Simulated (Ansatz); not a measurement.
Te2Mo:

```
CELL_PARAMETERS angstrom
3.51820 0.00000 0.00000
-1.75910 3.04685 0.00000
0.00000 0.00000 13.97360
ATOMIC_POSITIONS crystal
Te 0.66667 0.33333 0.37900
Te 0.33333 0.66667 0.87900
Te 0.66667 0.33333 0.12100
Te 0.33333 0.66667 0.62100
Mo 0.66667 0.33333 0.75000
Mo 0.33333 0.66667 0.25000
```

| Quantity | Value |
| --- | --- |
| Program | Ansatz 0.2.0 |
| Task | single point |
| Functional | PBE |
| Potentials or basis | all-electron LAPW, scalar-relativistic |
| Cutoff | 261 eV (chosen from the basis error) |
| Basis error allowed | 0.001 eV/atom |
| k mesh | 9 × 9 × 2 |
| Occupations | fermi-dirac, width 0.05 eV |
| Spin | no spin polarisation |

On this cell: pressure 2.9 GPa; largest force 0.174 eV/Å; band gap on the k mesh 0.78 eV, indirect (least direct gap 1.04 eV).

The same run follows on a disturbed copy (atoms moved at random, drawn with an rms of 0.05 Å):

```xyz
6
Lattice="3.5182 0.0000 0.0000 -1.7591 3.0469 0.0000 0.0000 0.0000 13.9736" Properties=species:S:1:pos:R:3 pbc="T T T"
Te    1.7844    1.0665    5.3017
Te   -0.0060    2.0372   12.2986
Te    1.7769    1.0402    1.7305
Te    0.0259    2.0565    8.7061
Mo    1.7362    0.9709   10.4647
Mo   -0.0312    2.0009    3.5280
```

**Question.** What changes?

**Answer.** The energy moves by +20.8 meV/atom; pressure 3.9 GPa; largest force 1.334 eV/Å; band gap on the k mesh 0.75 eV, indirect (least direct gap 1.02 eV).

Forces in eV/Å, atoms in the order of the input:
```
Te  -0.458 -0.594  0.647
Te  -0.122 -0.345 -0.094
Te  -0.367 -0.407 -0.337
Te  -0.340 -0.546 -0.764
Mo   0.463  0.899  0.869
Mo   0.824  0.993 -0.322
```

Stress tensor (GPa, compression positive):
```
3.43 0.14 0.21
0.14 3.25 0.01
0.21 0.01 5.04
```

Caveats: spin-orbit coupling is left out, which moves the levels of the heavy elements; an odd mesh through Γ misses points on the zone boundary, where band edges often lie; this functional lacks dispersion, which binds the layers, so the pressure and a relaxed spacing across them are unreliable (some runs).
